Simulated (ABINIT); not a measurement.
# Quasiparticle gap of AlN (F-43m) in ABINIT, part 2 of 3

How does a plane-wave GW calculation on AlN (F-43m) run from the first input to the gap?

ABINIT 10.8.3; PBE and many-body steps on it, plane waves. Known limits of the many-body steps: not at the basis limit.

So far. Step 2 (Ground state): The gap is indirect, with the least direct gap 0.87 eV higher.

### 3. Bands along the symmetry lines

Level of this step: DFT, PBE, plane waves, norm-conserving pseudopotentials (ABINIT).

Levels along a band path, at the cheap level, show where the edges lie and whether the meshes to come will hold them.

The input, run.abi:

```
acell 3*1.0 Angstrom
rprim 
  -0.000000000000 2.183993559600 2.183993559600
  2.183993559600 -0.000000000000 2.183993559600
  2.183993559600 2.183993559600 -0.000000000000
ntypat 2
znucl 13 7
natom 2
typat 1 2
xred 
  0.000000000000 0.000000000000 0.000000000000
  0.750000000000 0.750000000000 0.750000000000
pp_dirpath "pseudos"
pseudos "Al.upf, N.upf"
ecut 36
iscf -2
irdden 1
kptopt 0
nkpt 50
kpt 
  0.00000000 0.00000000 0.00000000
  -0.06250000 -0.06250000 0.00000000
  -0.12500000 -0.12500000 0.00000000
  -0.18750000 -0.18750000 0.00000000
  -0.25000000 -0.25000000 0.00000000
  -0.31250000 -0.31250000 0.00000000
  -0.37500000 -0.37500000 0.00000000
  -0.43750000 -0.43750000 0.00000000
  -0.50000000 -0.50000000 0.00000000
  -0.48437500 -0.48437500 0.03125000
  -0.46875000 -0.46875000 0.06250000
  -0.45312500 -0.45312500 0.09375000
  -0.43750000 -0.43750000 0.12500000
  -0.42187500 -0.42187500 0.15625000
  -0.40625000 -0.40625000 0.18750000
  -0.39062500 -0.39062500 0.21875000
  -0.37500000 -0.37500000 0.25000000
  -0.37500000 0.00000000 0.37500000
  -0.32812500 0.00000000 0.32812500
  -0.28125000 0.00000000 0.28125000
  -0.23437500 0.00000000 0.23437500
  -0.18750000 0.00000000 0.18750000
  -0.14062500 0.00000000 0.14062500
  -0.09375000 0.00000000 0.09375000
  -0.04687500 0.00000000 0.04687500
  0.00000000 0.00000000 0.00000000
  0.00000000 0.00000000 0.06250000
  0.00000000 0.00000000 0.12500000
  0.00000000 0.00000000 0.18750000
  0.00000000 0.00000000 0.25000000
  0.00000000 0.00000000 0.31250000
  0.00000000 0.00000000 0.37500000
  0.00000000 0.00000000 0.43750000
  0.00000000 0.00000000 0.50000000
  -0.06250000 -0.03125000 0.46875000
  -0.12500000 -0.06250000 0.43750000
  -0.18750000 -0.09375000 0.40625000
  -0.25000000 -0.12500000 0.37500000
  -0.31250000 -0.15625000 0.34375000
  -0.37500000 -0.18750000 0.31250000
  -0.43750000 -0.21875000 0.28125000
  -0.50000000 -0.25000000 0.25000000
  -0.50000000 -0.28125000 0.21875000
  -0.50000000 -0.31250000 0.18750000
  -0.50000000 -0.34375000 0.15625000
  -0.50000000 -0.37500000 0.12500000
  -0.50000000 -0.40625000 0.09375000
  -0.50000000 -0.43750000 0.06250000
  -0.50000000 -0.46875000 0.03125000
  -0.50000000 -0.50000000 0.00000000
istwfk *1
nband 11
nbdbuf 2
tolwfr 1e-08
nstep 40
prtwf 0
prtvol 0
indata_prefix "in"
outdata_prefix "out"
tmpdata_prefix "tmp"
```

Launch:

```bash
$ OMP_NUM_THREADS=1 mpirun -n 4 abinit run.abi > log
```

Numbers of over 12 decimals in the logs are rounded to 6 here.

The program printed:

```text
.Version 10.8.3 of ABINIT. v10.8.2 released Aug 2026.

 Symmetries : space group F-4 3 m (#216); Bravais cF (face-center cubic)
[... echo of the input left out ...]
== DATASET  1 ==================================================================
-   mpi_nproc: 4, omp_nthreads: 1 (-1 if OMP is not activated)

--- !DatasetInfo
iteration_state: {dtset: 1, }
dimensions: {natom: 2, nkpt: 50, mband: 11, nsppol: 1, nspinor: 1, nspden: 1, mpw: 1475, }
cutoff_energies: {ecut:  36.0, pawecutdg:  -1.0, }
electrons: {nelect:   8.00000000E+00, charge:   0.00000000E+00, occopt:   1.00000000E+00, tsmear:   1.00000000E-02, }

 Real(R)+Recip(G) space primitive vectors, cartesian coordinates (Bohr,Bohr^-1):
 R(1)=  0.0000000  4.1271497  4.1271497  G(1)= -0.1211490  0.1211490  0.1211490
 R(2)=  4.1271497  0.0000000  4.1271497  G(2)=  0.1211490 -0.1211490  0.1211490
 R(3)=  4.1271497  4.1271497  0.0000000  G(3)=  0.1211490  0.1211490 -0.1211490
 Unit cell volume ucvol=  1.4059849E+02 bohr^3
 Angles (23,13,12)=  6.00000000E+01  6.00000000E+01  6.00000000E+01 degrees

 getcut: wavevector=  0.0000  0.0000  0.0000  ngfft=  32  32  32
         ecut(hartree)=     36.000   => boxcut(ratio)=   2.02987

--- Pseudopotential description ------------------------------------------------
- Al Generated using ONCVPSP code by D. R. Hamann
- 13.00000   3.00000  171031                  znucl, zion, pspdat
12 -101130 2 -1 1876                          pspcod,pspxc,lmax,lloc,mmax
     nproj     2     2     2
  pspatm : epsatm=    4.08140545
         --- l  ekb(1:nproj) -->
             0    5.126667    0.728291
             1    7.287548    0.832437
             2   -2.770497   -0.637722
 pspatm: atomic psp has been read  and splines computed

- N Generated using ONCVPSP code by D. R. Hamann
-  7.00000   5.00000  171031                  znucl, zion, pspdat
12 -101130 1 -1 1058                          pspcod,pspxc,lmax,lloc,mmax
     nproj     2     2     0
  pspatm : epsatm=    5.20977870
         --- l  ekb(1:nproj) -->
[...]
pspatm: atomic psp has been read  and splines computed

--------------------------------------------------------------------------------

================================================================================
 prteigrs : about to open file out_EIG
 Non-SCF case, kpt    1 (  0.00000  0.00000  0.00000), residuals and eigenvalues=
  9.71E-10  2.77E-09  4.29E-09  7.32E-09  6.57E-10  1.48E-09  2.28E-09  8.19E-09
[...]
-3.6046E-01  1.8958E-01  1.8958E-01  1.8958E-01  3.4363E-01  6.5223E-01
  6.5223E-01  6.5223E-01  8.4170E-01  8.4170E-01  8.9101E-01
 Non-SCF case, kpt    2 ( -0.06250 -0.06250  0.00000), residuals and eigenvalues=
  1.61E-09  4.70E-09  3.30E-09  4.21E-09  2.01E-09  3.11E-09  1.76E-09  3.04E-09
[...]
-3.5763E-01  1.7673E-01  1.8652E-01  1.8652E-01  3.5768E-01  6.4259E-01
[...]
5.51E-09  4.84E-09  2.51E-09  3.94E-09  1.53E-09  4.56E-09  1.74E-09  7.44E-09
[...]
-3.4934E-01  1.4803E-01  1.7814E-01  1.7814E-01  3.8760E-01  6.1896E-01
  6.6769E-01  6.6769E-01  6.9898E-01  8.5904E-01  9.2688E-01
[...]
Non-SCF case, kpt   49 ( -0.50000 -0.46875  0.03125), residuals and eigenvalues=
[...]
-2.6170E-01  1.0381E-02  1.2267E-01  1.2270E-01  3.1521E-01  5.1016E-01
  6.9990E-01  7.6114E-01  7.6755E-01  1.0562E+00  1.0588E+00
 Non-SCF case, kpt   50 ( -0.50000 -0.50000  0.00000), residuals and eigenvalues=
[...]
-2.6178E-01  9.5895E-03  1.2433E-01  1.2433E-01  3.1176E-01  5.0752E-01
  7.0112E-01  7.6645E-01  7.6645E-01  1.0537E+00  1.0698E+00

--- !ResultsGS
iteration_state: {dtset: 1, }
comment   : Summary of ground state results
lattice_vectors:
- [ -0.0000000,   4.1271497,   4.1271497, ]
- [  4.1271497,  -0.0000000,   4.1271497, ]
- [  4.1271497,   4.1271497,  -0.0000000, ]
lattice_lengths: [   5.83667,    5.83667,    5.83667, ]
lattice_angles: [ 60.000,  60.000,  60.000, ] # degrees, (23, 13, 12)
lattice_volume:   1.4059849E+02
convergence: {deltae:  0.000E+00, res2:  0.000E+00, residm:  9.997E-09, diffor:  0.000E+00, }
etotal    :  -1.27923967E+01
entropy   :   0.00000000E+00
fermie    :   1.89575042E-01
cartesian_stress_tensor: null
pressure_GPa: null
xred      :
- [  0.0000E+00,   0.0000E+00,   0.0000E+00, Al]
- [  7.5000E-01,   7.5000E-01,   7.5000E-01,  N]
cartesian_forces: null
force_length_stats: {min: null, max: null, mean: null, }

 Integrated electronic density in atomic spheres:
 ------------------------------------------------
 Atom  Sphere_radius  Integrated_density
[...]
================================================================================

 ----iterations are completed or convergence reached----

 Mean square residual over all n,k,spin=   46.700E-10; max=  99.965E-10
 reduced coordinates (array xred) for    2 atoms
[...]
cartesian coordinates (angstrom) at end:
    1      0.000000     0.000000     0.000000
    2      3.275990     3.275990     3.275990
 length scales=  1.889726125908  1.889726125908  1.889726125908 bohr
              =  1.000000000000  1.000000000000  1.000000000000 angstroms
 prteigrs : about to open file out_EIG
 Eigenvalues (hartree) for nkpt=  50  k points:
 kpt#   1, nband= 11, wtk=  1.00000, kpt=  0.0000  0.0000  0.0000 (reduced coord)
[...]
kpt#   2, nband= 11, wtk=  1.00000, kpt= -0.0625 -0.0625  0.0000 (reduced coord)
[...]
kpt#   3, nband= 11, wtk=  1.00000, kpt= -0.1250 -0.1250  0.0000 (reduced coord)
[...]
kpt#  49, nband= 11, wtk=  1.00000, kpt= -0.5000 -0.4687  0.0313 (reduced coord)
  -0.26170    0.01038    0.12267    0.12270    0.31521    0.51016    0.69990    0.76114
   0.76755    1.05617    1.05884
 kpt#  50, nband= 11, wtk=  1.00000, kpt= -0.5000 -0.5000  0.0000 (reduced coord)
  -0.26178    0.00959    0.12433    0.12433    0.31176    0.50752    0.70112    0.76645
   0.76645    1.05374    1.06976

== END DATASET(S) ==============================================================
================================================================================

 -outvars: echo values of variables after computation  --------
            nband          11
             nkpt          50
          spgroup         216
 [... the other variables as echoed above ...]

 Calculation completed.
```

It took 3 s on 4 MPI ranks of Arm Neoverse V2, shared host; peak memory 0.07 GiB.

Numbers from this step:

```
gap                        : 3.325 eV
k of the valence top       : 0, 0, 0
k of the conduction bottom : -0.5, -0.5, 0
least direct gap           : 4.192 eV
```

The gap is 3.325 eV, as in the run before at this level.

The electronic bands at the labelled points (eV, zero at the top of the highest filled band; v1 is the highest filled band, c1 the lowest empty one):

```csv
point,v4,v3,v2,v1,c1,c2,c3,c4
Γ,-14.97,0.00,0.00,0.00,4.19,12.59,12.59,12.59
halfway,-13.84,-2.88,-0.98,-0.98,5.96,10.29,11.51,14.02
X,-12.28,-4.90,-1.78,-1.78,3.32,8.65,13.92,15.70
halfway,-12.27,-4.73,-2.47,-1.67,3.96,9.19,13.67,15.23
U,-12.30,-4.25,-3.63,-1.37,5.17,10.12,13.05,14.17
jump to K,-12.30,-4.25,-3.63,-1.37,5.17,10.12,13.05,14.17
halfway,-13.74,-3.54,-1.50,-0.20,7.34,10.30,11.41,12.58
Γ,-14.97,0.00,0.00,0.00,4.19,12.59,12.59,12.59
halfway,-14.12,-3.26,-0.26,-0.26,6.45,10.98,12.35,12.35
L,-12.92,-5.86,-0.48,-0.48,7.39,9.85,11.17,11.17
halfway,-12.60,-5.14,-2.22,-1.12,7.11,9.26,12.17,12.69
W,-12.23,-3.77,-3.44,-2.70,6.05,11.45,11.98,12.16
halfway,-12.25,-4.56,-2.40,-2.29,4.57,9.69,13.40,13.89
X,-12.28,-4.90,-1.78,-1.78,3.32,8.65,13.92,15.70
```

The electronic bands as a text plot (rows in eV, shown from -8.0 to 9.3 only):

```
    9.0 |         ++++++      ++                    +++       +++
    8.2 |                     ++                    +
    7.5 |                   ++  +              +++++ +
    6.8 |                        ++         +++       ++
    6.1 |    +++           +               +            ++++
    5.4 |  ++   ++        +        ++    ++                 +
    4.6 | +              +           +  +                    +
    3.9 |+        +++  ++             ++                      ++
    3.2 |            ++                                         +
    2.5 |
    1.7 |
    1.0 |
    0.3 |*                         ******
   -0.4 | ****              **********  *************
   -1.1 |  ** ****       ***    *****    **         ****
   -1.9 |    *    *******                  *         ** *     ***
   -2.6 |     **       **     ** **                    * *****
   -3.3 |       **       *****  *           *           *****
   -4.0 |         *      ***  **             **         *****
   -4.8 |          ******   **                 *       *     ****
   -5.5 |                                       * *****
   -6.2 |                                        *
   -6.9 |
   -7.6 |
         Γ           X  U|K            Γ         L        W     X
```

### 4. Empty states on the mesh, 6×6×6 mesh, 59 bands

The sums over transitions need many empty states on a uniform mesh; this step solves for them.

The input, run.abi:

```
acell 3*1.0 Angstrom
rprim 
  -0.000000000000 2.183993559600 2.183993559600
  2.183993559600 -0.000000000000 2.183993559600
  2.183993559600 2.183993559600 -0.000000000000
ntypat 2
znucl 13 7
natom 2
typat 1 2
xred 
  0.000000000000 0.000000000000 0.000000000000
  0.750000000000 0.750000000000 0.750000000000
pp_dirpath "pseudos"
pseudos "Al.upf, N.upf"
ecut 36
ngkpt 6 6 6
nshiftk 1
shiftk 0 0 0
kptopt 1
chksymbreak 0
irdden 1
istwfk *1
nband 59
prtvol 0
optdriver 6
gwr_task "HDIAGO"
paral_kgb 0
occopt 1
indata_prefix "in"
outdata_prefix "out"
tmpdata_prefix "tmp"
```

The program printed:

```text
[banner, memory and clock lines left out]
.Version 10.8.3 of ABINIT. v10.8.2 released Aug 2026.

 Symmetries : space group F-4 3 m (#216); Bravais cF (face-center cubic)
[... echo of the input left out ...]
== DATASET  1 ==================================================================
-   mpi_nproc: 4, omp_nthreads: 1 (-1 if OMP is not activated)

--- !DatasetInfo
iteration_state: {dtset: 1, }
dimensions: {natom: 2, nkpt: 16, mband: 59, nsppol: 1, nspinor: 1, nspden: 1, mpw: 1464, }
cutoff_energies: {ecut:  36.0, pawecutdg:  -1.0, }
electrons: {nelect:   8.00000000E+00, charge:   0.00000000E+00, occopt:   1.00000000E+00, tsmear:   1.00000000E-02, }

.Using double precision arithmetic; gwpc =  8

- Reading GS density from: in_DEN

--- Pseudopotential description ------------------------------------------------
- Al Generated using ONCVPSP code by D. R. Hamann
- 13.00000   3.00000  171031                  znucl, zion, pspdat
12 -101130 2 -1 1876                          pspcod,pspxc,lmax,lloc,mmax
     nproj     2     2     2
  pspatm : epsatm=    4.08140545
         --- l  ekb(1:nproj) -->
             0    5.126667    0.728291
             1    7.287548    0.832437
             2   -2.770497   -0.637722
 pspatm: atomic psp has been read  and splines computed

- N Generated using ONCVPSP code by D. R. Hamann
-  7.00000   5.00000  171031                  znucl, zion, pspdat
12 -101130 1 -1 1058                          pspcod,pspxc,lmax,lloc,mmax
     nproj     2     2     0
  pspatm : epsatm=    5.20977870
         --- l  ekb(1:nproj) -->
             0    7.494509    0.636305
             1   -4.293905   -1.006988
 pspatm: atomic psp has been read  and splines computed

   7.43294732E+01                                ecore*ucvol(ha*bohr**3)

 Total charge density [el/Bohr^3]
)     Maximum=    5.3984E-01  at reduced coord.    0.7813    0.7813    0.8125
)     Minimum=    1.3366E-03  at reduced coord.    0.0000    0.0000    0.0000
   Integrated=    8.0000E+00

 === KS gaps after direct diagonalization ===
 Indirect band gap semiconductor
 Fundamental gap:     3.325 (eV)
   VBM:     5.159 (eV) at k: [ 0.0000E+00,  0.0000E+00,  0.0000E+00]
   CBM:     8.483 (eV) at k: [ 5.0000E-01,  5.0000E-01,  0.0000E+00]
 Direct gap:         4.192 (eV) at k: [ 0.0000E+00,  0.0000E+00,  0.0000E+00]

== END DATASET(S) ==============================================================

 -outvars: echo values of variables after computation  --------
           etotal      0.0000000000E+00
            nband          59
             nkpt          16
          spgroup         216
 [... the other variables as echoed above ...]

 Calculation completed.
```

It took 10 s on 4 MPI ranks; peak memory 0.69 GiB; 40 s of CPU time.

Numbers from this step:

```
gap                                                           : 3.325 eV
k of the valence top                                          : 0, 0, 0
k of the conduction bottom                                    : 0.5, 0.5, 0
least direct gap                                              : 4.192 eV
k points computed                                             : 16
lowest point of the top converged band, above the valence top : 80.5799 eV
```

On this mesh the gap is 3.325 eV.

### 5. Screening, 6×6×6 mesh, 51 bands, screening to 163.3 eV

The RPA dielectric matrix is built and inverted for each q.

This step: RPA screening on PBE, plane waves, norm-conserving pseudopotentials.

Changes to run.abi since step 4:

```diff
@@ -20,10 +20,11 @@
 chksymbreak 0
-irdden 1
 istwfk *1
-nband 59
-prtvol 0
-optdriver 6
-gwr_task "HDIAGO"
-paral_kgb 0
 occopt 1
+irdwfk 1
+optdriver 3
+nband 51
+ecuteps 6
+inclvkb 2
+awtr 1
+symchi 1
 indata_prefix "in"
```

The program printed:

```text
.Version 10.8.3 of ABINIT. v10.8.2 released Aug 2026.

 Symmetries : space group F-4 3 m (#216); Bravais cF (face-center cubic)
[... echo of the input left out ...]
== DATASET  1 ==================================================================
-   mpi_nproc: 4, omp_nthreads: 1 (-1 if OMP is not activated)

--- !DatasetInfo
iteration_state: {dtset: 1, }
dimensions: {natom: 2, nkpt: 16, mband: 51, nsppol: 1, nspinor: 1, nspden: 1, mpw: 1464, }
cutoff_energies: {ecut:  36.0, pawecutdg:  -1.0, }
electrons: {nelect:   8.00000000E+00, charge:   0.00000000E+00, occopt:   1.00000000E+00, tsmear:   1.00000000E-02, }

 SCREENING: Calculation of the susceptibility and dielectric matrices

 Based on a program developped by R.W. Godby, V. Olevano, G. Onida, and L. Reining.
 Incorporated in ABINIT by V. Olevano, G.-M. Rignanese, and M. Torrent.
.Using double precision arithmetic ; gwpc =  8

[... cell and pseudopotentials left out ...]
--------------------------------------------------------------------------------

 ==== K-mesh for the wavefunctions ====
 Number of points in the irreducible wedge :    16
[... list of points left out ...]
 Together with 24 symmetry operations and time-reversal symmetry
 yields   216 points in the full Brillouin Zone.

 ==== Q-mesh for the screening function ====
 Number of points in the irreducible wedge :    16
[... list of points left out ...]
 Together with 24 symmetry operations and time-reversal symmetry
 yields   216 points in the full Brillouin Zone.

 setmesh: FFT mesh size selected  =    24x   24x   24
          total number of points  =        13824

 vcoul_init : cutoff-mode = AUXILIARY_FUNCTION
 q-points for optical limit:   1
     1)      0.000010    0.000020    0.000030

- screening: taking advantage of time-reversal symmetry
- Maximum band index for partially occupied states nbvw = 4
- Remaining bands to be divided among processors   nbcw = 47
- Number of bands treated by each node ~11

 Number of electrons calculated from density =    8.0000; Expected =    8.0000
 average of density, n =  0.056900
 r_s =    1.6129
 omega_plasma =   23.0097 [eV]

 calculating chi0 at frequencies [eV] :
  1    0.000000E+00    0.000000E+00
  2    0.000000E+00    2.300966E+01

--------------------------------------------------------------------------------
  q-point number  1        q = ( 0.000000, 0.000000, 0.000000) [r.l.u.]
--------------------------------------------------------------------------------
[... chi0 elements left out ...]
 For q-point:  0.000010 0.000020 0.000030
  dielectric constant =   4.3490
  dielectric constant without local fields =   4.7896

  Average fulfillment of the sum rule on Im[epsilon] for q-point    1 :     75.17  [%]
[... wings left out ...]
  q-point number  2        q = ( 0.166667, 0.000000, 0.000000) [r.l.u.]
--------------------------------------------------------------------------------
[... chi0 elements left out ...]
  Average fulfillment of the sum rule on Im[epsilon] for q-point    2 :     90.15  [%]

 [... 14 further q-points ...]
```

Run time: 15 s. Hardware: 4 MPI ranks; peak memory 0.54 GiB; 59 s of CPU time.

Numbers from this step:

| Item | Value |
| --- | --- |
| ε∞ with local fields, on this mesh, along the program's q direction | 4.349 |
| the same without local fields | 4.790 |
| plasma frequency | 23.01 eV |
| plane waves in the screening matrix | 113 |

Local fields lower ε∞ by 9 %.

(Part 2 of 3 ends here.)

[Paths, hosts, dates, memory and timing lines, banners, echoed tables and standing remarks are left out of the program output.]

[Logs are printed without paths, hosts, clocks, repeated set-up lines and the standing remarks that a program may print on its own settings, such as how far it seeks lower states.]

[Runs of the session that timed out or met a known fault of the program may be left out.]

[Hosts, paths, dates, database ids (printed as entryN), source tags and the programs' standing remarks are cut or masked in the printed files.]

[G0W0 gaps are taken among the corrected bands and points alone; a level outside them can change the order at an edge.]

[Where Ansatz stands beside ABINIT at settings called matched, ABINIT's density can come from a denser mesh and the files from another edition; pairs whose starting gaps differed by over 0.03 eV were left out, so agreement reads better than it is.]
